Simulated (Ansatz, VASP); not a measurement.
# Cross-check of Al26InN27 (In_Al) between VASP and Ansatz, part 2 of 3

Wanted: the spread between two codes on one cell, functional and k mesh. Of the first pair: The structure shown is the start of the Ansatz relaxation below; VASP solves that cell, so the two are compared at the walk's first step.

VASP 6.6.1 and Ansatz 0.2.0.

So far: Starting point; Ansatz: relaxation, r2SCAN.

**3. VASP: single point, r2SCAN, start cell, pair 1**

Level of this step: r2SCAN; plane waves and PAW (Al, N, In_d) (VASP).

The same cell, functional and mesh now go to VASP, with its own data sets.

Lines of VASP's logs that name or quote its potential files are left out, and so is its time.

Input file INCAR:

```
SYSTEM = Al26InN27
PREC = Accurate
ENCUT = 580
EDIFF = 1E-06
NELM = 120
ISMEAR = 0
SIGMA = 0.01
LREAL = Auto
ALGO = Normal
METAGGA = R2SCAN
LASPH = .TRUE.
NBANDS = 152
LORBIT = 11
LWAVE = .FALSE.
LCHARG = .FALSE.
ISIF = 2
ISYM = 0
GGA_COMPAT = .FALSE.
EFERMI = MIDGAP
LMIXTAU = .TRUE.
NCORE = 2
```

Input file POSCAR:

```
Al26InN27
1.0
    0.0000000000      6.5541898631      6.5541898631
    6.5541898631      0.0000000000      6.5541898631
    6.5541898631      6.5541898631      0.0000000000
Al N In
26 27 1
Direct
    0.0025689674      0.9998137832      0.9938728507
    0.9946048252      0.0048579612      0.3319670387
    0.0052686145      0.9999243995      0.6669813648
    0.9945700383      0.3316574657      0.0041260630
    0.0034440565      0.3270198216      0.3358540180
    0.9987515620      0.3286202483      0.6667616580
    0.0039237496      0.6676016550      0.9936896854
    0.0016643552      0.6665540046      0.3377637124
    0.9947220022      0.6663037067      0.6668134569
    0.3380943406      0.9954919676      0.9971188659
    0.3364657640      0.0043559159      0.3287604639
    0.3344321794      0.9964740112      0.6633188984
    0.3294005888      0.3367825843      0.0041606973
    0.3390666957      0.3309730944      0.3289946653
    0.3272718741      0.3378091032      0.6677484314
    0.3338384370      0.6691149618      0.0034011068
    0.3329802074      0.6728363981      0.3316680696
    0.6649158158      0.9946180229      0.0041693177
    0.6630943855      0.9960625950      0.3361566488
    0.6718130069      0.9945036685      0.6676904532
    0.6636213767      0.3336094232      0.9966405459
    0.6695600969      0.3372326781      0.3323399300
    0.6715501980      0.3286176545      0.6690420314
    0.6607558051      0.6680380171      0.0046228444
    0.6624271788      0.6678272359      0.3307413342
    0.6730786859      0.6640522461      0.6635353249
    0.0898349777      0.0814687263      0.0800934228
    0.0781461951      0.0887356046      0.4155384658
    0.0834534109      0.0895196069      0.7467286731
    0.0787755635      0.4142307527      0.0849546644
    0.0874604660      0.4193013259      0.4109024237
    0.0886149947      0.4153905451      0.7447839629
    0.0850638312      0.7478996798      0.0885542702
    0.0823213107      0.7564838071      0.4136447916
    0.0892887622      0.7461075437      0.7473176094
    0.4204781304      0.0833257064      0.0856996077
    0.4177714648      0.0873506127      0.4103827561
    0.4165015138      0.0776042517      0.7509500187
    0.4125374084      0.4197177008      0.0799191831
    0.4210150389      0.4172679701      0.4105396023
    0.4140899267      0.4192881283      0.7452509161
    0.4218037710      0.7471338338      0.0854393925
    0.4191305954      0.7540192767      0.4161596714
    0.4134541502      0.7469656971      0.7562184043
    0.7472065354      0.0893813747      0.0796422610
    0.7523923785      0.0795282881      0.4130720282
    0.7479084528      0.0896426579      0.7462910142
    0.7552599335      0.4186792048      0.0798309190
    0.7435526132      0.4189700111      0.4175689227
    0.7525546411      0.4194576382      0.7511738450
    0.7503776367      0.7547432411      0.0774229173
    0.7551706776      0.7455064779      0.4139785476
    0.7527136996      0.7543689767      0.7446333722
    0.3311058339      0.6727158645      0.6625948578
```

Input file KPOINTS:

```
Points of the shifted mesh
1
Reciprocal
 0.2500000000  0.2500000000  0.2500000000 1
```

Potentials, in the order of the species: Al, N and In_d (PBE family, release 64).

Run with:

```bash
mpirun -np 8 vasp_std
```

Numbers of over 12 decimals in the logs are rounded to 6 here.

The log of the run:

```text
[banner, memory and clock lines left out]
running    8 mpi-ranks, on    1 nodes
[...]
|                                                                             |
|               ----> ADVICE to this user running VASP <----                  |
|                                                                             |
|     You enforced a specific xc type in the INCAR file but a different       |
|     [... a line on the potential file left out ...]
|     I HOPE YOU KNOW WHAT YOU ARE DOING!                                     |
|                                                                             |

 LDA part: xc-table for (None), standard interpolation
 POSCAR, INCAR and KPOINTS ok, starting setup
[...]
entering main loop
       N       E                     dE             d eps       ncg     rms          rms(c)
DAV:   1     0.132216442126E+04    0.13222E+04   -0.11219E+05   304   0.157E+03
DAV:   2    -0.413353496504E+03   -0.17355E+04   -0.16051E+04   360   0.348E+02
DAV:   3    -0.634928374269E+03   -0.22157E+03   -0.21674E+03   352   0.137E+02
DAV:   4    -0.644639391889E+03   -0.97110E+01   -0.96562E+01   368   0.329E+01
[...]
DAV:  22    -0.523310898187E+03   -0.42215E-05   -0.19039E-05   368   0.134E-02    0.864E-03
DAV:  23    -0.523310907665E+03   -0.94778E-05   -0.40374E-06   320   0.100E-02    0.359E-03
DAV:  24    -0.523310908205E+03   -0.53969E-06   -0.37358E-07   200   0.237E-03
   1 F= -.52331091E+03 E0= -.52331091E+03  d E =0.000000E+00
```

OUTCAR, selected parts (step 3):

```text
  Total       20.7691828     19.9153048     20.9177109     -6.1252369     -0.7568584     -3.0822680
  in kB       59.0939392     56.6644255     59.5165419    -17.4279548     -2.1534666     -8.7698856
  external PRESSURE =      58.4249689 kB  Pullay stress =       0.0000000 kB

 POSITION                                       TOTAL-FORCE (eV/Angst)
 -----------------------------------------------------------------------------------
     13.06700      6.53087      6.56981         1.031925      0.652200     -0.403499
      2.20761      8.69460      6.55067        -0.733498      0.310252      0.381261
     10.92522      4.40605      6.58823        -0.117785     -1.140591     -1.006171
      2.20079      6.54564      8.69235        -1.214720      0.287179      1.155195
      4.34460      2.22382      2.16592         1.150310     -1.497477      0.815851
      6.52392     10.91609      8.69985         0.554661     -0.268739      1.843332
     10.88842      6.53855      4.40130         0.569693      0.531556     -0.810453
      6.58249      2.22468      4.37963        -0.729707     -0.518907      0.078873
      8.73750     10.89002     10.88668        -0.410285      0.720536      0.841504
     13.05995      8.75124      8.74058         0.853745     -0.191439      0.427544
      2.18331      4.36002      2.23381        -0.048157     -0.469777     -0.806028
     10.87860      6.53945      8.72301         0.671208      0.631241      0.658901
      2.23461      2.18622      4.36629        -1.487409     -0.934994     -0.289962
      4.32555      4.37860      4.39157         1.001913     -0.444778      0.321420
[...]
-----------------------------------------------------------------------------------
    total drift:                                0.041619     -0.049766     -0.020636

  FREE ENERGIE OF THE ION-ELECTRON SYSTEM (eV)
  ---------------------------------------------------
  free  energy   TOTEN  =      -523.3109082048 eV

  energy  without entropy=     -523.3109082048  energy(sigma->0) =     -523.31090820

[... 2 further parts left out ...]
[key lines of the parts left out:]
E-fermi :   8.5731
```

The run ends at a pressure of 5.84 GPa, with forces up to 8.9 eV/Å.

**4. Comparison**

Known differences besides the potentials themselves: VASP keeps PBE cores, Ansatz makes them for the functional; fixed occupations in Ansatz, narrow Gaussian smearing in VASP; the cutoff is 500 eV in Ansatz and 580 eV in VASP (PREC = Accurate, projectors in real space). Total energies have different zeros and are not compared.

Forces on 7 of the 54 atoms, those with the largest forces and the largest differences (eV/Å; atoms numbered as in POSCAR):

```tsv
atom	Ansatz x, y, z	VASP x, y, z
Al5	1.139, -1.489, 0.808	1.150, -1.497, 0.816
Al6	0.552, -0.265, 1.835	0.555, -0.269, 1.843
N35	5.286, -5.293, -4.749	5.294, -5.305, -4.750
N41	-2.742, 4.199, -3.086	-2.778, 4.243, -3.122
N43	-3.886, -4.588, 3.892	-3.906, -4.617, 3.912
N44	3.060, 3.526, 4.318	3.089, 3.559, 4.354
In54	-1.388, 2.409, 0.299	-1.369, 2.379, 0.277
```

The forces differ by 10 meV/Å r.m.s., which is 0.8 % of the r.m.s. force of 1.361 eV/Å (both taken over all components).

**5. Ansatz: relaxation, r2SCAN**

This run makes the geometry at which the two programs are then compared.

The structure compared here is the end of the Ansatz relaxation.

Input file input.yaml:

```yaml
crystal:
  lattice:
    - [0.0, 6.55418986, 6.55418986]
    - [6.55418986, 0.0, 6.55418986]
    - [6.55418986, 6.55418986, 0.0]
  atoms:
    - { symbol: Al, position: [0.0, 0.0, 0.0] }
    - { symbol: "N", position: [0.08333333, 0.08333333, 0.08333333] }
    - { symbol: Al, position: [0.0, 0.0, 0.33333333] }
    - { symbol: "N", position: [0.08333333, 0.08333333, 0.41666667] }
    - { symbol: Al, position: [0.0, 0.0, 0.66666667] }
    - { symbol: "N", position: [0.08333333, 0.08333333, 0.75] }
    - { symbol: Al, position: [0.0, 0.33333333, 0.0] }
    - { symbol: "N", position: [0.08333333, 0.41666667, 0.08333333] }
    - { symbol: Al, position: [0.0, 0.33333333, 0.33333333] }
    - { symbol: "N", position: [0.08333333, 0.41666667, 0.41666667] }
    - { symbol: Al, position: [0.0, 0.33333333, 0.66666667] }
    - { symbol: "N", position: [0.08333333, 0.41666667, 0.75] }
    - { symbol: Al, position: [0.0, 0.66666667, 0.0] }
    - { symbol: "N", position: [0.08333333, 0.75, 0.08333333] }
    - { symbol: Al, position: [0.0, 0.66666667, 0.33333333] }
    - { symbol: "N", position: [0.08333333, 0.75, 0.41666667] }
    - { symbol: Al, position: [0.0, 0.66666667, 0.66666667] }
    - { symbol: "N", position: [0.08333333, 0.75, 0.75] }
    - { symbol: Al, position: [0.33333333, 0.0, 0.0] }
    - { symbol: "N", position: [0.41666667, 0.08333333, 0.08333333] }
    - { symbol: Al, position: [0.33333333, 0.0, 0.33333333] }
    - { symbol: "N", position: [0.41666667, 0.08333333, 0.41666667] }
    - { symbol: Al, position: [0.33333333, 0.0, 0.66666667] }
    - { symbol: "N", position: [0.41666667, 0.08333333, 0.75] }
    - { symbol: Al, position: [0.33333333, 0.33333333, 0.0] }
    - { symbol: "N", position: [0.41666667, 0.41666667, 0.08333333] }
    - { symbol: Al, position: [0.33333333, 0.33333333, 0.33333333] }
    - { symbol: "N", position: [0.41666667, 0.41666667, 0.41666667] }
    - { symbol: Al, position: [0.33333333, 0.33333333, 0.66666667] }
    - { symbol: "N", position: [0.41666667, 0.41666667, 0.75] }
    - { symbol: Al, position: [0.33333333, 0.66666667, 0.0] }
    - { symbol: "N", position: [0.41666667, 0.75, 0.08333333] }
    - { symbol: Al, position: [0.33333333, 0.66666667, 0.33333333] }
    - { symbol: "N", position: [0.41666667, 0.75, 0.41666667] }
    - { symbol: In, position: [0.33333333, 0.66666667, 0.66666667] }
    - { symbol: "N", position: [0.41666667, 0.75, 0.75] }
    - { symbol: Al, position: [0.66666667, 0.0, 0.0] }
    - { symbol: "N", position: [0.75, 0.08333333, 0.08333333] }
    - { symbol: Al, position: [0.66666667, 0.0, 0.33333333] }
    - { symbol: "N", position: [0.75, 0.08333333, 0.41666667] }
    - { symbol: Al, position: [0.66666667, 0.0, 0.66666667] }
    - { symbol: "N", position: [0.75, 0.08333333, 0.75] }
    - { symbol: Al, position: [0.66666667, 0.33333333, 0.0] }
    - { symbol: "N", position: [0.75, 0.41666667, 0.08333333] }
    - { symbol: Al, position: [0.66666667, 0.33333333, 0.33333333] }
    - { symbol: "N", position: [0.75, 0.41666667, 0.41666667] }
    - { symbol: Al, position: [0.66666667, 0.33333333, 0.66666667] }
    - { symbol: "N", position: [0.75, 0.41666667, 0.75] }
    - { symbol: Al, position: [0.66666667, 0.66666667, 0.0] }
    - { symbol: "N", position: [0.75, 0.75, 0.08333333] }
    - { symbol: Al, position: [0.66666667, 0.66666667, 0.33333333] }
    - { symbol: "N", position: [0.75, 0.75, 0.41666667] }
    - { symbol: Al, position: [0.66666667, 0.66666667, 0.66666667] }
    - { symbol: "N", position: [0.75, 0.75, 0.75] }
  host:
    repeats: [3, 3, 3]
    atoms:
      - { symbol: Al, position: [0.0, 0.0, 0.0] }
      - { symbol: "N", position: [0.25, 0.25, 0.25] }
basis:
  ecutwfc: 500
  xc_grid: 2
hamiltonian:
  xc: r2scan
  pseudopotentials: { kind: paw, azcp: { folder: soft_1 } }
kpoints:
  mp_grid: { grid: [1, 1, 1], shift: [0.25, 0.25, 0.25] }
scf:
  occupations: { method: fixed }
  max_iter: 60
output:
  forces: true
  charged_corrections:
    epsilon: 4.64
    static_epsilon: 8.51
    defect_position: [0.333333, 0.666667, 0.666667]
relax:
  f_tol: 0.02
  max_steps: 80
  random_displacement: { amplitude: 0.05, seed: 3252 }
checkpoint:
  write: "../q0.relax.run"
  compress: false
  write_wavefunctions: true
  write_every: 100000
```

Run with:

```bash
ansatz run input.yaml --threads 4 --pin off --max-ram 7536MiB --backend cpu --events-out ev --progress --plain --runs-dir out
```

The log of the run:

```text
[...]
Crystal: 54 atoms, lattice volume = 563.102 Å³
Basis set: ecut = 500 eV, 14331 PW (Γ), exchange–correlation on 144×144×144 points (8 copies of the dense FFT grid, shifted against one another)
Bands: 167, of which v1, the nominal top of the filled ones, is band 113 counted from 1 (112 counted from 0)
Symmetry: 1 space group operations
k-points: 1
[...]
SCF iter   1: F=—  HF=-30158.272217 eV  |F-HF|=—  |Δ(HF+E_count)|=         —  Δρ=1.37e-1  dr2=1.30e2  dr2_τ=1.52e1  ethr=3.10e-3  ⟨swp⟩=5.0  Hψ=578  notcnv=0  defer=50
[...]
- { symbol: N, position: [0.084045, 0.750166, 0.415682] }
[...]
- { symbol: In, position: [0.334334, 0.667599, 0.666024] }
[...]
- { symbol: Al, position: [0.670082, 0.329882, 0.665695] }
    - { symbol: N, position: [0.750561, 0.417390, 0.748561] }
    - { symbol: Al, position: [0.666990, 0.667614, -0.00139685] }
    - { symbol: N, position: [0.750439, 0.750854, 0.082095] }
    - { symbol: Al, position: [0.670072, 0.667357, 0.328246] }
    - { symbol: N, position: [0.750555, 0.750188, 0.415781] }
    - { symbol: Al, position: [0.670688, 0.667407, 0.665758] }
    - { symbol: N, position: [0.750449, 0.750967, 0.749345] }
```

**6. VASP: single point, r2SCAN, relaxed cell, pair 2**

The same cell, functional and mesh now go to VASP, with its own data sets.

INCAR is that of step 3.

Input file POSCAR:

```
Al26InN27
1.0
    0.0000000000      6.5541898600      6.5541898600
    6.5541898600      0.0000000000      6.5541898600
    6.5541898600      6.5541898600      0.0000000000
Al N In
26 27 1
Direct
    0.0005392443      0.0002751214      0.9986081450
    0.0005308735      0.0002059618      0.3321451700
    0.9966216218      0.0033531166      0.6657035841
    0.0005303608      0.3337952001      0.9985637183
    0.0004313974      0.3336962368      0.3320271334
    0.0003857406      0.3336505800      0.6652245586
    0.9966033811      0.6673758526      0.0017019056
    0.0003853518      0.6668834713      0.3320019186
    0.9967248788      0.6672289694      0.6655791169
    0.3343545591      0.0002562707      0.9986115205
    0.3341007811      0.0033359935      0.3282499850
    0.3341622332      0.0039367982      0.6657653433
    0.3341110133      0.3298682204      0.0017019056
    0.3336186320      0.3336501911      0.3320019186
    0.3339641301      0.3299897181      0.6655791169
    0.3341510612      0.6674159005      0.0023157707
    0.3339706496      0.6672354889      0.3283596964
    0.6669623726      0.0002272119      0.9985692186
    0.6670081535      0.0002729928      0.3321287905
    0.6669984164      0.0002632557      0.6659551918
    0.6670102821      0.3338040836      0.9986081450
    0.6669411224      0.3337957128      0.3321451700
    0.6700882773      0.3298864611      0.6657035841
    0.6669914314      0.6676193985      0.9986115205
    0.6700711542      0.6673656204      0.3282499850
    0.6706719589      0.6674270724      0.6657653433
    0.0841593579      0.0838471996      0.0822042135
    0.0841769728      0.0837862958      0.4157981126
    0.0841520995      0.0838136144      0.7485628533
    0.0841879044      0.4174527438      0.0821259126
    0.0839146686      0.4171795080      0.4155359491
    0.0840557027      0.4173205420      0.7485197935
    0.0841540235      0.7502037546      0.0821773324
    0.0840438471      0.7501672870      0.4156763358
    0.0593662119      0.7584479430      0.7568015109
    0.4175939188      0.0837092913      0.0820972361
    0.4169371753      0.0838130084      0.4157863626
    0.4177176436      0.0837005874      0.7493528284
    0.4169389153      0.4174188628      0.0821773324
    0.4169024477      0.4173086865      0.4156763358
    0.4251831037      0.3926310513      0.7568015109
    0.4177112845      0.7509761239      0.0820833704
    0.4251625776      0.7584274169      0.3910405611
    0.4262048539      0.7594696932      0.7578414217
    0.7506258630      0.0838907023      0.0822543136
    0.7505791592      0.0838439985      0.4157852464
    0.7504507650      0.0837156043      0.7492248866
    0.7505823603      0.4174241972      0.0822042135
    0.7505214566      0.4174418122      0.4157981126
    0.7505487751      0.4174169388      0.7485628533
    0.7504444520      0.7508587581      0.0820972361
    0.7505481691      0.7502020146      0.4157863626
    0.7504357481      0.7509824829      0.7493528284
    0.3343337096      0.6675985489      0.6660239087
```

KPOINTS is that of step 3.

Run with:

```bash
mpirun -np 8 vasp_std
```

The log of the run:

```text
[banner, memory and clock lines left out]
running    8 mpi-ranks, on    1 nodes
[...]
[... a notice as in an earlier step ...]

 LDA part: xc-table for (None), standard interpolation
 POSCAR, INCAR and KPOINTS ok, starting setup
[...]
entering main loop
       N       E                     dE             d eps       ncg     rms          rms(c)
DAV:   1     0.132331996767E+04    0.13233E+04   -0.11206E+05   304   0.157E+03
DAV:   2    -0.417500898506E+03   -0.17408E+04   -0.16121E+04   360   0.349E+02
DAV:   3    -0.638550268115E+03   -0.22105E+03   -0.21643E+03   352   0.136E+02
DAV:   4    -0.648456164705E+03   -0.99059E+01   -0.98438E+01   376   0.330E+01
[...]
DAV:  23    -0.527425263900E+03   -0.54703E-04   -0.82412E-05   368   0.314E-02    0.316E-01
DAV:  24    -0.527425262241E+03    0.16587E-05   -0.89830E-06   368   0.143E-02    0.270E-01
DAV:  25    -0.527425262116E+03    0.12538E-06   -0.87841E-07   200   0.418E-03
   1 F= -.52742526E+03 E0= -.52742526E+03  d E =0.000000E+00
```

Parts of OUTCAR (step 6):

```text
  Total       11.7082328     11.7118490     11.7130959     -2.4534079     -2.4655860     -2.4560040
  in kB       33.3130872     33.3233765     33.3269241     -6.9806087     -7.0152586     -6.9879954
  external PRESSURE =      33.3211293 kB  Pullay stress =       0.0000000 kB

 POSITION                                       TOTAL-FORCE (eV/Angst)
 -----------------------------------------------------------------------------------
      6.54687      6.54860      0.00534         0.002757      0.001308     -0.005042
      2.17829      2.18042      0.00483        -0.004942     -0.006599     -0.004657
      4.38512     10.89520      6.55402         0.001177      0.000479     -0.001557
      8.73253      6.54825      2.19123        -0.003867     -0.001713     -0.009301
      4.36328      2.17900      2.18994        -0.000003      0.001978     -0.000955
      6.54682      4.36254      2.18934         0.000787      0.003336     -0.003111
      4.38526      6.54308     10.90604         0.002708     -0.002568      0.004254
      6.54688      2.17853      4.37341         0.003267     -0.005785      0.003170
      8.73548     10.89506     10.90587         0.003755     -0.000515      0.004799
      6.54677      8.73651      2.19310        -0.001914     -0.001455     -0.009071
      2.17328      4.34117      2.21162         0.002873     -0.000078     -0.002751
      4.38935      6.55372      2.21597         0.004868      0.000362     -0.000409
      2.17317      2.20098      4.35185         0.003331     -0.002860      0.000345
      4.36281      4.36260      4.37341        -0.000854     -0.000830     -0.003646
[...]
-----------------------------------------------------------------------------------
    total drift:                                0.019127     -0.003524      0.013542

  FREE ENERGIE OF THE ION-ELECTRON SYSTEM (eV)
  ---------------------------------------------------
  free  energy   TOTEN  =      -527.4252621156 eV

  energy  without entropy=     -527.4252621156  energy(sigma->0) =     -527.42526212

[... 2 further parts left out ...]
[key lines of the parts left out:]
E-fermi :   8.4365
```

The run ends at a pressure of 3.33 GPa, with forces up to 0.039 eV/Å.

**7. Side by side**

The two programs side by side:

```tsv
quantity	Ansatz	VASP	difference
gap on the k mesh (eV)	4.755	4.766	-0.011
```

At this near-relaxed geometry the largest component of a force difference is 23 meV/Å. A gap on the mesh is an upper bound, since the band edges may lie between its points. VASP's last cycles still show a density residual of 3e-02, so its state may not be settled.

[end of part 2 of 3]

[Lines on the potential files, build, host, timing and source positions are cut from VASP's logs without a mark.]

[Logs are printed without paths, hosts, clocks, repeated set-up lines and the standing remarks that a program may print on its own settings, such as how far it seeks lower states.]

[Hosts, paths, dates, database ids (printed as entryN), source tags and the programs' standing remarks are cut or masked in the printed files.]
